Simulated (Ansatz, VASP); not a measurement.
Tl in VASP and in Ansatz

```
Tl
1.0
    -1.95600    1.95600    1.95600
     1.95600   -1.95600    1.95600
     1.95600    1.95600   -1.95600
Tl
1
Direct
  0.00000 0.00000 0.00000
```

This isn't the form of Tl at room conditions, which is hcp.

Alike in both runs: task single point; functional PBE; k mesh 6 × 6 × 6; occupations fermi-dirac, width 0.02 eV; no spin polarisation.

|  | VASP | Ansatz |
| --- | --- | --- |
| version | VASP 6.6.1 | Ansatz 0.2.0 |
| potentials or method | VASP PAW PBE potentials, release 64 (Tl_d), cutoff 520 eV | all-electron LAPW, scalar-relativistic |

```csv
,VASP,Ansatz,Ansatz less VASP
gap on the k mesh at the Fermi level (eV),none,none,-
pressure (GPa),1.4,1.5,+0.08
```

A gap of «none» marks a metal or a gap that the smearing closes. Ansatz ran all-electron here, so the differences hold the error of VASP's frozen core and of both bases.

Caveats: the k mesh is coarse (spacing up to 0.38 Å⁻¹), so the values aren't converged. Spin-orbit coupling is left out, which matters for the levels of Tl.
